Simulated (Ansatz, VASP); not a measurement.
**Two plane-wave programs on Rb**

```xyz
2
Lattice="5.1579 0.0000 0.0000 -2.5790 4.4669 0.0000 0.0000 0.0000 8.2154" Properties=species:S:1:pos:R:3 pbc="T T T"
Rb    0.0000    2.9779    2.0539
Rb    2.5790    1.4890    6.1616
```

Alike in both runs: task single point; functional LDA; k mesh 12 × 12 × 6; occupations gaussian, width 0.15 eV; no spin polarisation.

|  | VASP | Ansatz |
| --- | --- | --- |
| version | VASP 6.6.1 | Ansatz 0.2.0 |
| potentials or method | VASP PAW LDA potentials, release 64 (Rb_sv) | scalar-relativistic, plane waves, PAW |
| plane-wave cutoff (eV) | 520 | 420 |
| valence electrons in the cell | 18 | 18 |

```tsv
	VASP	Ansatz	Ansatz less VASP
gap on the k mesh at the Fermi level (eV)	none	none	-
pressure (GPa)	-0.5	-0.5	0.00
```

A gap of «none» marks a metal or a gap that the smearing closes.
